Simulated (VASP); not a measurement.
# Al2O3 (P-3m1) in VASP: further runs, part 2 of 2

VASP 6.6.1. The steps go on from the part before.

**3. Optical spectrum, PBEsol**

Contents of INCAR:

```
PREC = Accurate
ENCUT = 520
EDIFF = 1E-7
ISMEAR = 0
SIGMA = 0.02
LREAL = F
LASPH = T
NELM = 80
ALGO = Normal
ISIF = 2
LWAVE = F
LCHARG = F
GGA = PS
LOPTICS = T
NBANDS = 44
NEDOS = 2000
CSHIFT = 0.1
```

Contents of KPOINTS:

```
regular mesh
0
Gamma
  10 10 4
```

Contents of POSCAR:

```
Al2O3
1.0
    3.0174825440      0.0000000000      0.0000000000
   -1.5087412720      2.6132165386      0.0000000000
    0.0000000000      0.0000000000      7.5746360022
Al O
2 3
Direct
    0.0000000000      0.0000000000      0.7220490000
    0.0000000000      0.0000000000      0.2779510000
    0.0000000000      0.0000000000      0.5000000000
    0.6666666667      0.3333333333      0.8005460000
    0.3333333333      0.6666666667      0.1994540000
```

Potentials or basis: VASP PAW PBE potentials, release 64 (Al, O).

The run is started by

```
$ cat potpaw_PBE.64/Al/POTCAR potpaw_PBE.64/O/POTCAR > POTCAR
$ mpirun -np 1 vasp_std > vasp.out
```

OUTCAR:

```text
PREC = Accurate
   ENCUT = 520
   EDIFF = 1E-7
   ISMEAR = 0
   LREAL = F
   LASPH = T
   NELM = 80
   ISIF = 2
   GGA = PS

 ion  position               nearest neighbor table
   1  0.000  0.000  0.722-   3 1.68   4 1.84   4 1.84   4 1.84   2 3.36
   2  0.000  0.000  0.278-   3 1.68   5 1.84   5 1.84   5 1.84   1 3.36
   3  0.000  0.000  0.500-   1 1.68   2 1.68
   4  0.667  0.333  0.801-   1 1.84   1 1.84   1 1.84
   5  0.333  0.667  0.199-   2 1.84   2 1.84   2 1.84

  LATTYP: Found a hexagonal cell.
 ALAT       =     3.0174825440
 C/A-ratio  =     2.5102501478

  Lattice vectors:

 A1 = (   3.0174825440,   0.0000000000,   0.0000000000)
 A2 = (  -1.5087412720,   2.6132165386,   0.0000000000)
 A3 = (   0.0000000000,   0.0000000000,   7.5746360022)

Analysis of symmetry for initial positions (statically):
=====================================================================
 Subroutine PRICEL returns:
 Original cell was already a primitive cell.

 Routine SETGRP: Setting up the symmetry group for a
 hexagonal supercell.

 Subroutine GETGRP returns: Found 12 space group operations
 (whereof 12 operations were pure point group operations)
 out of a pool of 24 trial point group operations.

The static configuration has the point symmetry D_3d.

Analysis of symmetry for dynamics (positions and initial velocities):
=====================================================================
 Subroutine PRICEL returns:
 Original cell was already a primitive cell.

 Routine SETGRP: Setting up the symmetry group for a
 hexagonal supercell.

 Subroutine GETGRP returns: Found 12 space group operations
 (whereof 12 operations were pure point group operations)
 out of a pool of 24 trial point group operations.

The dynamic configuration has the point symmetry D_3d.

 Subroutine INISYM returns: Found 12 space group operations
 (whereof 12 operations are pure point group operations),
 and found     1 'primitive' translations

----------------------------------------------------------------------------------------

                                     Primitive cell

  volume of cell :      59.7285
[... 141 lines left out ...]
  free energy    TOTEN  =       -37.72805259 eV

  energy without entropy =      -37.72805259  energy(sigma->0) =      -37.72805259

 E-fermi :   3.8313     XC(G=0):  -9.9413

 val. band max:        3.7448453130   @ k =   0.0000   0.0000   0.0000
 cond. band min:       5.9389653286   @ k =   0.0000   0.0000   0.0000
 fundamental gap:      2.1941200156
 Fermi energy:         3.8313361589

 k-point     1 :       0.0000    0.0000    0.0000
  band No.  band energies     occupation
      1     -15.8025      2.00000
      2     -15.6058      2.00000
      3     -13.0413      2.00000
      4      -2.1389      2.00000
      5      -0.7758      2.00000
      6       0.0128      2.00000
[... 637 lines left out ...]
     23      18.6610      0.00000
     24      19.2062      0.00000

 [... further k-points ...]

 [bands above 24 left out]

------------------------ aborting loop because EDIFF is reached ----------------------------------------

  FORCE on cell =-STRESS in cart. coord.  units (eV):
  Direction    XX          YY          ZZ          XY          YZ          ZX
  --------------------------------------------------------------------------------------
  -------------------------------------------------------------------------------------
  Total       -1.4696036     -1.4696036     -0.9802916      0.0000000     -0.0000000     -0.0000000
  in kB      -39.4211103    -39.4211103    -26.2956523      0.0000000     -0.0000000     -0.0000000
  external PRESSURE =     -35.0459577 kB  Pullay stress =       0.0000000 kB

 VOLUME and BASIS-vectors are now :
 -----------------------------------------------------------------------------
  energy-cutoff  :      520.00
  volume of cell :       59.73
      direct lattice vectors                 reciprocal lattice vectors
     3.017482544  0.000000000  0.000000000     0.331402083  0.191335082  0.000000000
    -1.508741272  2.613216539  0.000000000     0.000000000  0.382670163  0.000000000
     0.000000000  0.000000000  7.574636002     0.000000000  0.000000000  0.132019545

 POSITION                                       TOTAL-FORCE (eV/Angst)
 -----------------------------------------------------------------------------------
      0.00000      0.00000      5.46926        -0.000000      0.000000     -0.091830
      0.00000      0.00000      2.10538         0.000000     -0.000000      0.091830
      0.00000      0.00000      3.78732         0.000000      0.000000     -0.000000
      1.50874      0.87107      6.06384         0.000000      0.000000     -0.188153
     -0.00000      1.74214      1.51079        -0.000000     -0.000000      0.188153
 -----------------------------------------------------------------------------------
    total drift:                                0.000000      0.000000     -0.000000

  FREE ENERGIE OF THE ION-ELECTRON SYSTEM (eV)
  ---------------------------------------------------
  free  energy   TOTEN  =       -37.7280525874 eV

  energy  without entropy=      -37.7280525874  energy(sigma->0) =      -37.72805259

 electrical conductivity sigma (Mega S m-1) (frequency dependency in vasprun.xml)
  --------------------------------------------------------------------------------------
       0.000       0.000       0.000
       0.000       0.000       0.000
       0.000       0.000       0.000

  frequency dependent IMAGINARY DIELECTRIC FUNCTION (independent particle, no local field effects) density-density
     E(ev)      X         Y         Z        XY        YZ        ZX
  --------------------------------------------------------------------------------------------------------------
     0.00000     0.00000     0.00000     0.00000     0.00000     0.00000     0.00000
     0.64788     0.00527     0.00527     0.00345    -0.00000    -0.00000     0.00000
     1.29575     0.01356     0.01356     0.00738    -0.00000    -0.00000     0.00000
     1.94363     0.05749     0.05749     0.01260    -0.00000    -0.00000     0.00000
     2.59150     0.25990     0.25990     0.02191    -0.00000    -0.00000     0.00000
     3.23938     0.38686     0.38686     0.13876    -0.00000    -0.00000     0.00000
[... 92 lines left out ...]
    63.49176     0.00036     0.00036     0.00038    -0.00000    -0.00000    -0.00000
    64.13963     0.00035     0.00035     0.00036    -0.00000    -0.00000    -0.00000

  frequency dependent      REAL DIELECTRIC FUNCTION (independent particle, no local field effects) density-density
     E(ev)        X           Y           Z          XY          YZ          ZX
  --------------------------------------------------------------------------------------------------------------
     0.00000     3.11698     3.11698     2.99236    -0.00000    -0.00000     0.00000
     0.64788     3.13345     3.13345     3.00342    -0.00000    -0.00000     0.00000
     1.29575     3.19082     3.19082     3.03805    -0.00000    -0.00000     0.00000
     1.94363     3.35269     3.35269     3.10161    -0.00000    -0.00000     0.00000
     2.59150     3.29543     3.29543     3.20885    -0.00000    -0.00000     0.00000
     3.23938     3.09319     3.09319     3.42345    -0.00000    -0.00000     0.00000
[... 92 lines left out ...]
    63.49176     0.90000     0.90000     0.89766    -0.00000    -0.00000     0.00000
    64.13963     0.90231     0.90231     0.90007    -0.00000    -0.00000     0.00000

  frequency dependent IMAGINARY DIELECTRIC FUNCTION (independent particle, no local field effects) current-current
     E(ev)      X         Y         Z        XY        YZ        ZX
  --------------------------------------------------------------------------------------------------------------
     0.00000    13.06876    13.06876    12.29985    -0.00000     0.00000     0.00000
     0.64788     0.66376     0.66376     0.62184    -0.00000     0.00000     0.00000
     1.29575     0.35165     0.35165     0.32192    -0.00000     0.00000     0.00000
     1.94363     0.29951     0.29951     0.22883    -0.00000     0.00000     0.00000
     2.59150     0.43646     0.43646     0.19235    -0.00000     0.00000     0.00000
     3.23938     0.51560     0.51560     0.28843    -0.00000     0.00000     0.00000
[... 92 lines left out ...]
    63.49176     0.00005     0.00005     0.00006     0.00000     0.00000     0.00000
    64.13963     0.00005     0.00005     0.00005     0.00000     0.00000     0.00000

  frequency dependent      REAL DIELECTRIC FUNCTION (independent particle, no local field effects) current-current
     E(ev)        X           Y           Z          XY          YZ          ZX
  --------------------------------------------------------------------------------------------------------------
     0.00000     3.11517     3.11517     2.99112    -0.00000     0.00000     0.00000
     0.64788     3.13148     3.13148     3.00212    -0.00000     0.00000     0.00000
     1.29575     3.18835     3.18835     3.03668    -0.00000     0.00000     0.00000
     1.94363     3.34630     3.34630     3.10007    -0.00000     0.00000     0.00000
     2.59150     3.27524     3.27524     3.20689    -0.00000     0.00000     0.00000
     3.23938     3.06935     3.06935     3.41448    -0.00000     0.00000     0.00000
[... 92 lines left out ...]
    63.49176     0.90000     0.90000     0.89766     0.00000    -0.00000    -0.00000
    64.13963     0.90232     0.90232     0.90007     0.00000    -0.00000    -0.00000
```

Wall time 48 s (1 thread of Intel Xeon 6975P-C (Granite Rapids), shared host); peak memory 0.29 GiB.

Results:

```
Free energy            : -37.7281 eV
Pressure               : -3.5 GPa
Largest force          : 0.188 eV/Å
Band gap on the k mesh : 2.19 eV, direct
```

Forces in eV/Å, atoms in the order of the input:
```
Al   0.000  0.000 -0.092
Al   0.000  0.000  0.092
O    0.000  0.000  0.000
O    0.000  0.000 -0.188
O    0.000  0.000  0.188
```

Stress tensor (GPa, compression positive):
```
-3.94  0.00  0.00
 0.00 -3.94  0.00
 0.00  0.00 -2.63
```

Dielectric function (mean over the directions given):
```csv
energy (eV),real part,imaginary part
0.29,3.08,0.00
0.87,3.10,0.01
1.55,3.18,0.02
2.24,3.26,0.17
2.92,3.32,0.27
3.60,3.39,0.15
4.28,3.43,0.30
4.96,3.88,0.49
5.64,3.92,0.70
6.32,4.29,1.44
7.00,3.44,1.65
7.68,2.89,2.19
8.36,3.06,1.71
9.04,3.70,3.81
9.72,2.54,3.75
10.40,1.44,2.29
11.08,1.58,2.06
11.76,2.06,2.01
12.44,2.41,2.42
13.12,1.72,3.43
13.80,0.41,2.65
14.48,0.56,2.72
15.16,0.78,2.62
15.84,0.67,2.36
16.52,0.03,2.69
17.20,-0.39,2.20
17.88,-0.58,1.40
18.56,-0.35,1.16
19.24,-0.33,0.95
19.92,-0.13,0.70
```

Caveat: spectra need much finer meshes, so this one isn't converged; independent-particle spectra lack excitons; the PAW data sets were made with another functional, which shifts forces and pressure a little.

**4. Density of states, PBEsol**

POSCAR is that of step 3.

Contents of INCAR.step1:

```
  ALGO = Fast
  EDIFF = 1E-7
  ENCUT = 520
  GGA = PS
  ISIF = 2
  ISMEAR = 0
  LASPH = T
  LCHARG = T
  LREAL = F
  LWAVE = F
  NBANDS = 20
  NELM = 100
  PREC = Accurate
  SIGMA = 0.02
```

Contents of KPOINTS.step1:

```
k-points
0
Gamma
  10 10 4
```

Contents of INCAR.step2:

```
  ALGO = Fast
  EDIFF = 1E-7
  ENCUT = 520
  GGA = PS
  ICHARG = 11
  ISIF = 2
  ISMEAR = -5
  LASPH = T
  LCHARG = F
  LORBIT = 11
  LREAL = F
  LWAVE = F
  NBANDS = 20
  NEDOS = 1001
  NELM = 100
  PREC = Accurate
  SIGMA = 0.02
```

Contents of KPOINTS.step2:

```
k-points
0
Gamma
  15 15 6
```

Potentials or basis: VASP PAW PBE potentials, release 64 (Al, O).

The run is started by

```
$ cat potpaw_PBE.64/Al/POTCAR potpaw_PBE.64/O/POTCAR > POTCAR
$ cp INCAR.step1 INCAR
$ cp KPOINTS.step1 KPOINTS
$ mpirun -np 1 vasp_std > vasp.out
$ cp INCAR.step2 INCAR
$ cp KPOINTS.step2 KPOINTS
$ mpirun -np 1 vasp_std > vasp.out
```

OUTCAR:

```text
EDIFF = 1E-7
   ENCUT = 520
   GGA = PS
   ICHARG = 11
   ISIF = 2
   ISMEAR = -5
   LASPH = T
   LORBIT = 11
   LREAL = F
   NELM = 100
   PREC = Accurate

 ion  position               nearest neighbor table
   1  0.000  0.000  0.722-   3 1.68   4 1.84   4 1.84   4 1.84   2 3.36
   2  0.000  0.000  0.278-   3 1.68   5 1.84   5 1.84   5 1.84   1 3.36
   3  0.000  0.000  0.500-   1 1.68   2 1.68
   4  0.667  0.333  0.801-   1 1.84   1 1.84   1 1.84
   5  0.333  0.667  0.199-   2 1.84   2 1.84   2 1.84

  LATTYP: Found a hexagonal cell.
 ALAT       =     3.0174825440
[... 761 lines left out ...]
  external PRESSURE =     -35.0530529 kB  Pullay stress =       0.0000000 kB

 VOLUME and BASIS-vectors are now :
 -----------------------------------------------------------------------------
  energy-cutoff  :      520.00
  volume of cell :       59.73
      direct lattice vectors                 reciprocal lattice vectors
     3.017482544  0.000000000  0.000000000     0.331402083  0.191335082  0.000000000
    -1.508741272  2.613216539  0.000000000     0.000000000  0.382670163  0.000000000
     0.000000000  0.000000000  7.574636002     0.000000000  0.000000000  0.132019545

 POSITION                                       TOTAL-FORCE (eV/Angst)
 -----------------------------------------------------------------------------------
      0.00000      0.00000      5.46926         0.000000     -0.000000     -0.091810
      0.00000      0.00000      2.10538         0.000000      0.000000      0.091810
      0.00000      0.00000      3.78732         0.000000      0.000000      0.000000
      1.50874      0.87107      6.06384        -0.000000     -0.000000     -0.188104
     -0.00000      1.74214      1.51079         0.000000      0.000000      0.188104
 -----------------------------------------------------------------------------------
    total drift:                               -0.000000     -0.000000      0.000000

  FREE ENERGIE OF THE ION-ELECTRON SYSTEM (eV)
  ---------------------------------------------------
  free  energy   TOTEN  =       -37.7280560624 eV

  energy  without entropy=      -37.7280560624  energy(sigma->0) =      -37.72805606

 total charge

# of ion       s       p       d       tot
------------------------------------------
    1        0.345   0.433   0.000   0.778
    2        0.345   0.433   0.000   0.778
    3        1.547   3.608   0.000   5.155
    4        1.541   3.572   0.000   5.113
    5        1.541   3.572   0.000   5.113
--------------------------------------------------
tot          5.319  11.618   0.000  16.936
```

OUTCAR.step1:

```text
EDIFF = 1E-7
   ENCUT = 520
   GGA = PS
   ISIF = 2
[... 789 lines left out ...]
      0.00000      0.00000      2.10538        -0.000000     -0.000000      0.091890
      0.00000      0.00000      3.78732         0.000000      0.000000      0.000000
      1.50874      0.87107      6.06384         0.000000      0.000000     -0.188057
     -0.00000      1.74214      1.51079        -0.000000     -0.000000      0.188057
 -----------------------------------------------------------------------------------
    total drift:                                0.000000      0.000000      0.000000

  FREE ENERGIE OF THE ION-ELECTRON SYSTEM (eV)
  ---------------------------------------------------
  free  energy   TOTEN  =       -37.7280526320 eV

  energy  without entropy=      -37.7280526320  energy(sigma->0) =      -37.72805263
```

OSZICAR.step1:

```text
N       E                     dE             d eps       ncg     rms          rms(c)
DAV:   1     0.104198815862E+03    0.10420E+03   -0.12332E+04  2008   0.109E+03
DAV:   2    -0.357157878548E+02   -0.13991E+03   -0.13341E+03  2452   0.240E+02
DAV:   3    -0.427833223440E+02   -0.70675E+01   -0.70461E+01  2592   0.563E+01
DAV:   4    -0.428344695860E+02   -0.51147E-01   -0.51133E-01  2584   0.536E+00
DAV:   5    -0.428350581811E+02   -0.58860E-03   -0.58858E-03  2464   0.556E-01    0.131E+01
RMM:   6    -0.378795263621E+02    0.49555E+01   -0.13467E+01  2048   0.211E+01    0.420E+00
RMM:   7    -0.378028365132E+02    0.76690E-01   -0.77244E-01  2405   0.472E+00    0.280E+00
RMM:   8    -0.377319789763E+02    0.70858E-01   -0.24300E-01  2368   0.366E+00    0.577E-01
RMM:   9    -0.377262929848E+02    0.56860E-02   -0.37868E-02  2545   0.108E+00    0.253E-01
RMM:  10    -0.377289192165E+02   -0.26262E-02   -0.16510E-02  2418   0.760E-01    0.223E-01
RMM:  11    -0.377280483764E+02    0.87084E-03   -0.19270E-03  2462   0.270E-01    0.603E-02
RMM:  12    -0.377280648190E+02   -0.16443E-04   -0.95612E-04  2505   0.203E-01    0.318E-02
RMM:  13    -0.377280510199E+02    0.13799E-04   -0.10452E-04  2503   0.630E-02    0.554E-03
RMM:  14    -0.377280532296E+02   -0.22097E-05   -0.19431E-05  2554   0.276E-02    0.649E-03
RMM:  15    -0.377280528209E+02    0.40867E-06   -0.61607E-06  2497   0.156E-02    0.378E-03
RMM:  16    -0.377280527560E+02    0.64908E-07   -0.12445E-06  2487   0.756E-03    0.352E-03
RMM:  17    -0.377280525728E+02    0.18319E-06   -0.12329E-06  2421   0.659E-03    0.175E-03
RMM:  18    -0.377280526320E+02   -0.59149E-07   -0.12060E-07  1784   0.218E-03
   1 F= -.37728053E+02 E0= -.37728053E+02  d E =-.886533E-21
```

Run time: 66 s. Hardware: 1 thread of Intel Xeon 6975P-C (Granite Rapids), shared host; peak memory 0.26 GiB.

Results:

| Quantity | Value |
| --- | --- |
| Valence electrons inside the program's atomic spheres | Al 0.78; O 5.16, 5.11 |

States per cell in windows of 0.5 eV (zero at the valence-band top; states under -8 eV left out):
```csv
from (eV),total,O4_p,O5_p,O3_p,Al1_p,Al2_p,Al1_s
-8.0,0.00,0.00,0.00,0.00,0.00,0.00,0.00
-7.5,0.45,0.09,0.09,0.02,0.01,0.01,0.03
-7.0,1.55,0.33,0.33,0.06,0.03,0.03,0.10
-6.5,1.04,0.22,0.22,0.06,0.02,0.02,0.05
-6.0,0.82,0.16,0.16,0.09,0.02,0.02,0.03
-5.5,0.76,0.20,0.20,0.02,0.02,0.02,0.02
-5.0,1.93,0.46,0.46,0.19,0.07,0.07,0.02
-4.5,2.84,0.78,0.78,0.20,0.09,0.09,0.01
-4.0,2.60,0.61,0.61,0.36,0.06,0.06,0.01
-3.5,0.70,0.17,0.17,0.10,0.01,0.01,0.00
-3.0,1.16,0.26,0.26,0.28,0.02,0.02,0.00
-2.5,0.18,0.04,0.04,0.04,0.00,0.00,0.00
-2.0,1.10,0.16,0.16,0.41,0.00,0.00,0.00
-1.5,0.83,0.07,0.07,0.40,0.00,0.00,0.00
-1.0,1.00,0.02,0.02,0.62,0.00,0.00,0.00
-0.5,1.09,0.01,0.01,0.75,0.01,0.01,0.00
0.0,0.03,0.00,0.00,0.02,0.00,0.00,0.00
0.5,0.00,0.00,0.00,0.00,0.00,0.00,0.00
1.0,0.00,0.00,0.00,0.00,0.00,0.00,0.00
1.5,0.00,0.00,0.00,0.00,0.00,0.00,0.00
2.0,0.01,0.00,0.00,0.00,0.00,0.00,0.00
2.5,0.05,0.00,0.00,0.00,0.00,0.00,0.00
3.0,0.09,0.00,0.00,0.00,0.00,0.00,0.01
3.5,0.14,0.01,0.01,0.01,0.00,0.00,0.01
4.0,0.23,0.01,0.01,0.01,0.01,0.01,0.01
4.5,0.56,0.03,0.03,0.02,0.02,0.02,0.02
5.0,0.82,0.05,0.05,0.03,0.04,0.04,0.02
5.5,1.04,0.06,0.06,0.06,0.05,0.05,0.02
6.0,0.69,0.04,0.04,0.05,0.03,0.03,0.01
6.5,0.75,0.06,0.06,0.04,0.02,0.02,0.01
7.0,0.88,0.08,0.08,0.02,0.02,0.02,0.01
7.5,0.65,0.07,0.07,0.01,0.01,0.01,0.01
```

Caveat: the PAW data sets were made with another functional, which shifts forces and pressure a little.

**5. The runs side by side**

```csv
task,k mesh for the DOS,occupations for the DOS,gap on the mesh (eV)
dielectric tensor,-,-,2.19
optical spectrum,-,-,2.19
density of states,15 × 15 × 6,tetrahedron,-
```

Alike in all rows: level PBEsol; potentials or basis VASP PAW PBE potentials, release 64 (Al, O); no spin polarisation; cell as given; k mesh 10 × 10 × 4; cutoff (eV) 520; smearing gaussian 0.02 eV.

Caveats: the PAW data sets were made with another functional, which shifts forces and pressure a little; spectra need much finer meshes, so this one isn't converged (some runs); independent-particle spectra lack excitons (some runs).

Total energies depend on the potentials used, so only differences within one code and one set of settings carry meaning.
